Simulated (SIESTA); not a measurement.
Ag:

```xyz
1
Lattice="0.0000 2.0427 2.0427 2.0427 0.0000 2.0427 2.0427 2.0427 0.0000" Properties=species:S:1:pos:R:3 pbc="T T T"
Ag    0.0000    0.0000    0.0000
```

Base run:

| Quantity | Value |
| --- | --- |
| Program | SIESTA 5.4.2 |
| Functional | PBE |
| Potentials or basis | PseudoDojo 0.4 standard (PBE files) |
| Basis | TZP (energy shift 0.003 Ry; two zetas on semicore shells) |
| Grid cutoff | 800 Ry |
| Energy shift | 0.003 Ry |
| k mesh | 11 × 11 × 11 |
| Occupations | fermi-dirac, width 0.05 eV |
| Spin | no spin polarisation |

Its results: band gap on the k mesh none (metal or under the smearing width); pressure 4.5 GPa.

Question: After a change of settings the same cell gave: band gap on the k mesh none (metal or under the smearing width); pressure 21.6 GPa. Which change was it?
A. potentials or basis from PseudoDojo 0.4 standard (PBE files) to SG15 1.2 (PBE files) or PseudoDojo by element; basis from TZP (energy shift 0.003 Ry; two zetas on semicore shells) to DZP (energy shift 0.003 Ry; two zetas on semicore shells)
B. basis from TZP (energy shift 0.003 Ry; two zetas on semicore shells) to SZ (energy shift 0.003 Ry)
C. basis from TZP (energy shift 0.003 Ry; two zetas on semicore shells) to DZ (energy shift 0.003 Ry; two zetas on semicore shells)
D. functional from PBE to RPBE; basis from TZP (energy shift 0.003 Ry; two zetas on semicore shells) to DZP (energy shift 0.003 Ry; two zetas on semicore shells)

Answer: B.

Caveats: short orbitals over semicore shells can move pressures by several GPa; the basis of atomic orbitals isn't converged, which shifts pressures, moduli and gaps; the basis has no polarisation orbitals (some runs); so large a pressure means that the cell lies far from this level's equilibrium, or that cutoff or potentials fall short (some runs).
